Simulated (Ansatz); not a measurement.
# SnSe (Fm-3m) in Ansatz: settings compared

Aim: see how the results for SnSe move with the level of theory and the settings. Levels: BLYP, LDA. Tasks: band structure, Born charges, elastic constants.

Program: Ansatz 0.2.0. These are calculated values, not measurements. Logs are shortened: lines on timing, memory, paths and dates and some standing lists are left out, and cuts for length are marked.

### 1 The crystal as given

It takes space group Fm-3m (No. 225, cubic). The conventional cell has a = 6.020 Å, b = 6.020 Å, c = 6.020 Å, α = 90.00°, β = 90.00°, γ = 90.00°. Sn (site symmetry m-3m) is surrounded by 6 Se at 3.01 Å. Se (site symmetry m-3m) has 6 Sn at 3.01 Å as nearest neighbours.

Measurements of this composition are mostly on another form, of space group No. 62.

### 2 Band structure, BLYP

input.yaml

```yaml
crystal:
  lattice:
    - [0.0, 3.01, 3.01]
    - [3.01, 0.0, 3.01]
    - [3.01, 3.01, 0.0]
  atoms:
    - { symbol: Sn, position: [0.0, 0.0, 0.0] }
    - { symbol: Se, position: [0.5, 0.5, 0.5] }
kpoints:
  mp_grid: { grid: [8, 8, 8] }
  band_path:
    path:
      - [0.0, 0.0, 0.0]
      - [0.5, 0.0, 0.5]
      - [0.5, 0.25, 0.75]
      - [0.375, 0.375, 0.75]
      - [0.0, 0.0, 0.0]
      - [0.5, 0.5, 0.5]
      - [0.625, 0.25, 0.625]
      - [0.5, 0.25, 0.75]
    npoints: 6
scf:
  occupations: { method: fermi_dirac, width: 0.05 }
hamiltonian:
  xc: blyp
  pseudopotentials: { kind: all_electron, lapw: { basis_error: 0.001 } }
output:
  forces: true
  stress: true
  eigenvalues: true
```

Potentials or basis: all-electron LAPW, scalar-relativistic.

On the command line:

```bash
$ ansatz run input.yaml --threads 1 --pin off --max-ram 3072MiB --backend cpu --events-out ev --progress --plain --runs-dir out
```

Standard output:

```text
Warning: RAYON_NUM_THREADS=1 ignored (pool sized by the plan → 1); use --threads N
LAPW: plane waves up to 7.065 Å⁻¹, error target 1.0e-3 eV per atom; small_component_spin mean_spin; Se in spheres of 1.433 Å, 24 of its electrons in bands, Dirac shells []; Sn in spheres of 1.577 Å, 22 of its electrons in bands, Dirac shells [] (how accurate: hamiltonian.pseudopotentials.lapw.basis_error, Limitations)
Engine: ansatz 0.2.0, x86_64-unknown-linux-gnu
Pseudopotentials: kind: all_electron
Pseudopotential: Sn, LAPW, valence charge 22, lapw/all_electron/scalar/gaussian/Sn, Koelling and Harmon's equation, gaussian nucleus
Pseudopotential: Se, LAPW, valence charge 24, lapw/all_electron/scalar/gaussian/Se, Koelling and Harmon's equation, gaussian nucleus
Functional definition: BLYP
  parameter beta = 0.0042
  parameter a = 0.04918
  parameter b = 0.132
  parameter c = 0.2533
  parameter d = 0.349
  exchange = b88_x(beta = beta)
  correlation = lyp_c(a = a, b = b, c = c, d = d)
Crystal: 2 atoms, lattice volume = 54.542 Å³
Basis set: ecut = 190.18053647283313 eV, 331 PW (Γ), exchange–correlation at level 2
Bands: 28, of which v1, the nominal top of the filled ones, is band 23 counted from 1 (22 counted from 0)
Symmetry: 48 space group operations
Space group: Fm-3m (ITA 225), of the structure as read, at distance tolerance 3.8e-5 Å
k-points: 29 of 512
Non-local potential: Sn, projectors of the file, none
Non-local potential: Se, projectors of the file, none
Initial density: superposition of atomic densities (chi_scale 0.1, normalization cell, long waves kept (reshape's long-wave potential 0.00 eV rms))
Initial wavefunctions: plane waves of lowest kinetic energy (no species holds an atomic orbital)
Functional: x = b88, c = lyp
iter 1 solved again at ethr=1.78e-3 eV; its pass at ethr=1.00e-1 eV (dr2=8.17e-1 eV) is discarded
SCF iter   1: F=—  HF=-234243.680191 eV  |F-HF|=—  |Δ(HF+E_count)|=         —  Δρ=2.57e-2  dr2=8.17e-1  ethr=1.78e-3  ⟨swp⟩=2.1  Hψ=5116  notcnv=0
preconditioner: auto → Kerker (q_TF=auto, 2.652 Å⁻¹)  [metal: Δε(μ)=0.105 eV  Ē_g=18.294 eV  σ=0.050 eV  W_gap=0.48  n_scr=14 (ndim 8)  ℏωp=22.5 eV  f_vac=0.035  D(μ)=0.12/eV (n_scr^D=0)]
SCF iter   2: F=—  HF=-234243.434808 eV  |F-HF|=—  |Δ(HF+E_count)|=   2.45e-1  Δρ=1.36e-2  dr2=2.34e-1  ethr=1.78e-3  ⟨swp⟩=2.1  Hψ=2554  notcnv=0
preconditioner: auto → none  [insulator: Δε(μ)=0.301 eV  Ē_g=18.404 eV  σ=0.050 eV  W_gap=0.91  n_scr=14 (ndim 8)  ℏωp=22.5 eV  f_vac=0.041  D(μ)=0.03/eV (n_scr^D=0)  ε∞_Penn≈2.5]
iter 3 solved again at ethr=1.00e-5 eV; its pass at ethr=5.10e-4 eV (dr2=4.61e-3 eV) is discarded
SCF iter   3: F=—  HF=-234243.408300 eV  |F-HF|=—  |Δ(HF+E_count)|=   2.65e-2  Δρ=2.93e-3  dr2=4.61e-3  ethr=1.00e-5  ⟨swp⟩=2.0  Hψ=4208  notcnv=0
SCF iter   4: F=—  HF=-234243.412800 eV  |F-HF|=—  |Δ(HF+E_count)|=   4.50e-3  Δρ=9.91e-4  dr2=7.30e-4  ethr=1.00e-5  ⟨swp⟩=2.8  Hψ=2513  notcnv=0
SCF iter   5: F=—  HF=-234243.412008 eV  |F-HF|=—  |Δ(HF+E_count)|=   7.92e-4  Δρ=4.86e-4  dr2=2.66e-4  ethr=1.59e-6  ⟨swp⟩=2.7  Hψ=2438  notcnv=0
SCF iter   6: F=—  HF=-234243.411994 eV  |F-HF|=—  |Δ(HF+E_count)|=   1.45e-5  Δρ=7.79e-5  dr2=6.15e-6  ethr=5.79e-7  ⟨swp⟩=2.0  Hψ=2409  notcnv=0
SCF iter   7: F=-234243.411995 eV  HF=-234243.411995 eV  |F-HF|=6.93e-9  |Δ(HF+E_count)|=   1.09e-6  Δρ=7.16e-6  dr2=1.57e-8  ethr=1.34e-8  ⟨swp⟩=2.4  Hψ=2421  notcnv=0
SCF 1 converged in 7 iterations: F = -234243.411995 eV  dr2 = 1.57e-8
NSCF: frozen V_eff on 43 k-points
SCF converged after 7 iterations
Free energy (F): -234243.411995 eV
Harris-Foulkes:  -234243.411995 eV  (|F-HF|=6.93e-9)
Internal energy: -234243.411822 eV  (E = F + TS)
E sigma→0 (E₀):  -234243.411908 eV
Entropy (-TS):   -0.000173 eV (-0.087 meV/atom)
Fermi energy:    11.508178 eV
--- Per-component energies (eV) ---
  E_band       = -2302.527738
  E_kinetic    = 244524.226179
  E_xc         = -6921.018630
  E_electrostatic = -471846.619371  (all electrons and nuclei)
  E_smearing   = -0.000173  (= −TS)
  E_closure    = 0.000000  (closes the sum)
  E_atoms      = -234236.475471  (free atoms, spherical and without spin; not in F)
  Σ components = -234243.411995   (vs F -234243.411995, Δ=0.00e0)
  Basis errors (estimates in eV, not in F): energy 4.7e-4 per atom: plane waves 4.5e-4 (2.5e-4 summed), levels above the bands 3.1e-53, relativity 1.5e-7, radial functions 2.2e-5, core shells 8.6e-10; eigenvalues (radial functions only) 4.4e-6; not estimated: angular momenta, meshes, grids; target (lapw.basis_error) 1.0e-3; muffin-tin radii Se 1.433 Å, Sn 1.577 Å
--- Forces (eV/Å), atoms counted from 1 ---
  atom   1  Sn    -0.00000000     0.00000000    -0.00000000
  atom   2  Se     0.00000000     0.00000000     0.00000000
  max |Σ_I F_I| component: 3.94e-31 eV/Å
--- Stress (GPa, compression-positive) ---
        4.827122      -0.000000      -0.000000
       -0.000000       4.827122      -0.000000
       -0.000000      -0.000000       4.827122
  P = ⅓ Tr σ = 4.8271 GPa (48.271 kbar)
--- Band table (eV; the first three rows and the last of 29) ---
  k-point 0: bands = ["-196.4301", "-136.0118", "-136.0118", "-136.0118", "-118.3766", "-74.1652", "-74.1652", "-74.1652", "-36.3535", "-36.3535", "-36.3510", "-36.3510", "-36.3510", "-10.4424", "-10.4424", "-10.4423", "-10.4423", "-10.4423", "-2.6746", "5.9842", "9.0275", "9.0275", "9.0275", "15.4280", "15.4280", "15.4280", "17.3311", "17.3311"]
  k-point 1: bands = ["-196.4301", "-136.0118", "-136.0118", "-136.0118", "-118.3766", "-74.1652", "-74.1652", "-74.1652", "-36.3535", "-36.3535", "-36.3510", "-36.3510", "-36.3510", "-10.4436", "-10.4436", "-10.4419", "-10.4405", "-10.4405", "-2.5677", "5.4387", "9.0509", "9.0509", "9.4612", "14.6358", "14.7484", "14.7484", "17.3372", "17.6883"]
  k-point 2: bands = ["-196.4301", "-136.0118", "-136.0118", "-136.0118", "-118.3766", "-74.1652", "-74.1652", "-74.1652", "-36.3535", "-36.3535", "-36.3510", "-36.3509", "-36.3509", "-10.4464", "-10.4464", "-10.4410", "-10.4360", "-10.4360", "-2.2804", "4.3995", "9.1265", "9.1265", "10.2036", "13.3764", "13.6354", "13.6354", "17.6718", "18.6346"]
  k-point 28: bands = ["-196.4301", "-136.0118", "-136.0118", "-136.0118", "-118.3766", "-74.1652", "-74.1652", "-74.1652", "-36.3536", "-36.3535", "-36.3509", "-36.3509", "-36.3508", "-10.4617", "-10.4416", "-10.4370", "-10.4370", "-10.4252", "-1.4733", "4.1962", "6.6028", "6.6028", "10.3662", "12.6905", "16.0697", "16.0697", "18.5330", "18.5330"]
```

Wall time 6.9 s (1 thread of Intel Xeon Platinum 8488C (Sapphire Rapids), shared host); peak memory 0.32 GiB.

Results:

```yaml
Free_energy: -234243.4120 eV
Pressure: 4.8 GPa
Band_gap_on_the_k_mesh: 0.38 eV, direct
Band_gap_along_the_path: 0.29 eV, indirect (least direct gap 0.38 eV)
```

Levels at the corners of the path, in eV from the valence-band top:
| point | band 20 | band 21 | band 22 | band 23 | band 24 | band 25 | band 26 | band 27 |
| --- | --- | --- | --- | --- | --- | --- | --- | --- |
| Γ | -5.34 | -2.29 | -2.29 | -2.29 | 4.11 | 4.11 | 4.11 | 6.01 |
| X | -6.28 | -5.46 | -3.70 | -3.70 | 3.27 | 5.13 | 5.13 | 5.82 |
| W | -7.12 | -4.72 | -4.72 | -0.95 | 1.37 | 4.75 | 4.75 | 7.21 |
| K | -7.20 | -5.06 | -3.22 | -2.57 | 3.17 | 3.44 | 5.23 | 5.39 |
| Γ | -5.34 | -2.29 | -2.29 | -2.29 | 4.11 | 4.11 | 4.11 | 6.01 |
| L | -8.20 | -2.02 | -2.02 | 0.00 | 0.38 | 1.14 | 1.14 | 8.48 |
| U | -7.20 | -5.06 | -3.22 | -2.57 | 3.17 | 3.44 | 5.23 | 5.39 |
| W | -7.12 | -4.72 | -4.72 | -0.95 | 1.37 | 4.75 | 4.75 | 7.21 |

Caveat: spin-orbit coupling is left out, which moves the levels of the heavy elements; the mesh misses the band edges, which the band path finds closer together.

(Continued in part 2 of 2.)
